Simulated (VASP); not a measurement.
BN:

```
CELL_PARAMETERS angstrom
1.25112 0.72234 3.37293
-1.25112 0.72234 3.37293
0.00000 -1.44467 3.37293
ATOMIC_POSITIONS crystal
N 0.66724 0.66724 0.66724
B 0.00033 0.00033 0.00033
```

The cell is a database's computed one.

```yaml
Program: VASP 6.6.1
Task: relaxation of cell and atoms
Functional: PBEsol
Dispersion: D4
Potentials_or_basis: VASP PAW PBE potentials, release 64 (N, B)
Cutoff: 600 eV
k_mesh: 12 × 12 × 12
Occupations: fermi-dirac, width 0.05 eV
Spin: no spin polarisation
```

At the start: pressure -0.5 GPa; volume 9.14 Å³/atom.

Question: Where does the relaxation end?

Answer: Over 18 steps the energy falls by 2.4 meV/atom and the volume is 8.65 Å³/atom (-5.4 %); space group R3m (No. 160, to 0.05 Å).

The path:
```
step  energy change (eV)  largest force (eV/Å)  pressure (GPa)  volume (Å³)
   1              0.0000                0.0026           -0.52        18.29
   2             -0.0005                0.0019           -0.26        18.21
   3             -0.0019                0.0155            0.47        17.98
   4             -0.0030                0.0435            2.07        17.51
   5             -0.0031                0.0436            2.01        17.50
   6             -0.0034                0.0441            1.84        17.46
   7             -0.0040                0.0453            1.50        17.40
   8             -0.0046                0.0482            0.76        17.26
   9             -0.0038                0.0561           -0.61        17.00
  10             -0.0046                0.0497            0.47        17.20
  11             -0.0047                0.0431            0.36        17.22
  12             -0.0048                0.0230            0.10        17.27
  13             -0.0047                0.0173           -0.43        17.36
  14             -0.0048                0.0101           -0.05        17.30
  15             -0.0048                0.0075           -0.08        17.30
  16             -0.0048                0.0049           -0.26        17.33
  17             -0.0048                0.0060           -0.11        17.31
  18             -0.0048                0.0033           -0.04        17.31
```

Final structure:
```cif
data_structure
_symmetry_space_group_name_H-M 'P 1'
_symmetry_Int_Tables_number 1
_cell_length_a 3.5038
_cell_length_b 3.5038
_cell_length_c 3.5038
_cell_angle_alpha 41.839
_cell_angle_beta 41.839
_cell_angle_gamma 41.839
_cell_volume 17.31
loop_
_atom_site_label
_atom_site_type_symbol
_atom_site_fract_x
_atom_site_fract_y
_atom_site_fract_z
_atom_site_occupancy
N1 N 0.66733 0.66733 0.66733 1
B1 B 0.00024 0.00024 0.00024 1
```

Caveat: the PAW data sets were made with another functional, which shifts forces and pressure a little.
